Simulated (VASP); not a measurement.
Output of a VASP run:

**OSZICAR**
```
       N       E                     dE             d eps       ncg     rms          rms(c)
DAV:   1     0.920269374694E+02    0.92027E+02   -0.59549E+03   480   0.930E+02
DAV:   2     0.594970975446E-01   -0.91967E+02   -0.86619E+02   756   0.174E+02
DAV:   3    -0.690397375581E+01   -0.69635E+01   -0.69425E+01   588   0.547E+01
DAV:   4    -0.697850692002E+01   -0.74533E-01   -0.74504E-01   580   0.709E+00
DAV:   5    -0.697959152240E+01   -0.10846E-02   -0.10845E-02   608   0.844E-01    0.230E+00
DAV:   6    -0.658879583707E+01    0.39080E+00   -0.66836E-01   544   0.453E+00    0.176E+00
DAV:   7    -0.654017995462E+01    0.48616E-01   -0.19954E-01   660   0.246E+00    0.105E+00
DAV:   8    -0.654050777330E+01   -0.32782E-03   -0.16565E-02   564   0.964E-01    0.146E-01
DAV:   9    -0.654107473177E+01   -0.56696E-03   -0.39760E-03   632   0.397E-01    0.122E-01
DAV:  10    -0.654118783080E+01   -0.11310E-03   -0.38539E-04   568   0.152E-01    0.160E-02
DAV:  11    -0.654120234789E+01   -0.14517E-04   -0.28624E-05   636   0.389E-02    0.615E-03
DAV:  12    -0.654120223421E+01    0.11368E-06   -0.84106E-06   548   0.185E-02
   1 F= -.65412022E+01 E0= -.65412022E+01  d E =-.654120E+01
       N       E                     dE             d eps       ncg     rms          rms(c)
DAV:   1    -0.654148925595E+01   -0.28691E-03   -0.49697E-03   520   0.479E-01    0.859E-02
DAV:   2    -0.654126449424E+01    0.22476E-03   -0.39611E-04   524   0.119E-01    0.285E-02
DAV:   3    -0.654122647257E+01    0.38022E-04   -0.10386E-04   528   0.623E-02    0.155E-02
DAV:   4    -0.654122638081E+01    0.91761E-07   -0.86726E-06   540   0.190E-02
   2 F= -.65412264E+01 E0= -.65412264E+01  d E =-.241466E-04
```

OUTCAR:
```
------------------------ aborting loop because EDIFF is reached ----------------------------------------
  FORCE on cell =-STRESS in cart. coord.  units (eV):
  Direction    XX          YY          ZZ          XY          YZ          ZX
  --------------------------------------------------------------------------------------
  Total       -0.0150343     -0.0150343     -0.0150343      0.0000000      0.0000000     -0.0000000
  in kB       -0.3230386     -0.3230386     -0.3230386      0.0000000      0.0000000     -0.0000000
  external PRESSURE =      -0.3230386 kB  Pullay stress =       0.0000000 kB
  volume of cell :       74.57
      direct lattice vectors                 reciprocal lattice vectors
     4.209008165  0.000000000 -0.000000000     0.237585664  0.000000000 -0.000000000
    -0.000000000  4.209008165  0.000000000    -0.000000000  0.237585664  0.000000000
     0.000000000 -0.000000000  4.209008165     0.000000000  0.000000000  0.237585664
 POSITION                                       TOTAL-FORCE (eV/Angst)
 -----------------------------------------------------------------------------------
      0.00000      0.00000      0.00000         0.000000      0.000000      0.000000
      2.10450      2.10450      2.10450        -0.000000     -0.000000      0.000000
 -----------------------------------------------------------------------------------
    total drift:                                0.000000      0.000000      0.000000
  FREE ENERGIE OF THE ION-ELECTRON SYSTEM (eV)
  ---------------------------------------------------
  free  energy   TOTEN  =        -6.5412263808 eV

  energy  without entropy=       -6.5412263808  energy(sigma->0) =       -6.54122638

 reached required accuracy - stopping structural energy minimisation
```
(Selected blocks of OUTCAR.)

**POSCAR**
```
CsCl
1
    4.2112647078     0.0000000000    -0.0000000000
    0.0000000000     4.2112647078     0.0000000000
   -0.0000000000     0.0000000000     4.2112647078
Cs Cl
1 1
Direct
  0.0000000000   0.0000000000   0.0000000000
  0.5000000000   0.5000000000   0.5000000000
```

Task: Write an INCAR and KPOINTS that could have produced this output.

Result: One answer among several that fit: the input of the run itself, PBE GGA, plane waves, VASP's PBE PAW potentials (set 64).

INCAR:
```
SYSTEM = CsCl
PREC = Accurate
ENCUT = 400
EDIFF = 1E-6
NELM = 100
ALGO = Normal
LREAL = .FALSE.
LASPH = .TRUE.
ISMEAR = 0
SIGMA = 0.05
GGA = PE
LMAXMIX = 4
LWAVE = .FALSE.
LCHARG = .FALSE.
IBRION = 2
ISIF = 3
NSW = 60
EDIFFG = -0.01
```

KPOINTS:
```
Automatic mesh
0
Gamma
6 6 6
0 0 0
```

POTCAR, in this order: Cs_sv Cl (PBE.64 set). Program: vasp_std.

The compound is CsCl in the CsCl type structure. This run relaxes it. Symmetry was kept, so distortions that lower it aren't found. The start is the result of an earlier pass.
